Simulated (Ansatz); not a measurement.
# TiC under changes of volume

One of the cells (10.158 Å³/atom); the others are scaled copies at fixed shape and fractional positions:

```xyz
2
Lattice="0.0000 2.1657 2.1657 2.1657 0.0000 2.1657 2.1657 2.1657 0.0000" Properties=species:S:1:pos:R:3 pbc="T T T"
Ti    0.0000    0.0000    0.0000
C     2.1657    2.1657    2.1657
```

The cell is a database's computed one.

- Program: Ansatz 0.2.0
- Functional: PBE
- Potentials or basis: Ansatz PAW polarizable
- Cutoff: 420 eV (not typed: the program's choice for these potentials)
- k mesh: 11 × 11 × 11
- Occupations: fermi-dirac, width 0.05 eV
- Spin: no spin polarisation

```csv
volume (Å³/atom),energy over the lowest point (meV/atom),pressure (GPa)
9.548,?,?
9.752,14.37,11.4
9.955,3.64,5.6
10.158,0.00,0.3
10.361,2.70,-4.5
10.564,11.23,-8.8
10.767,24.97,-12.8
```

Q: What does the run at 9.548 Å³/atom give?

A: Energy over the lowest point 32.93 meV/atom; pressure 17.9 GPa.

Worked out: A Birch-Murnaghan fit of order 3 (a polynomial in V^(-2/3)) to the other rows has its minimum at 10.17 Å³/atom with B0 = V·E''(V) = 251 GPa and B' = 4.0. It gives 33.01 meV/atom at 9.548 Å³/atom, against the run's 32.93, and -dE/dV = 18.0 GPa, against 17.9.

Energies are extrapolated to zero smearing.
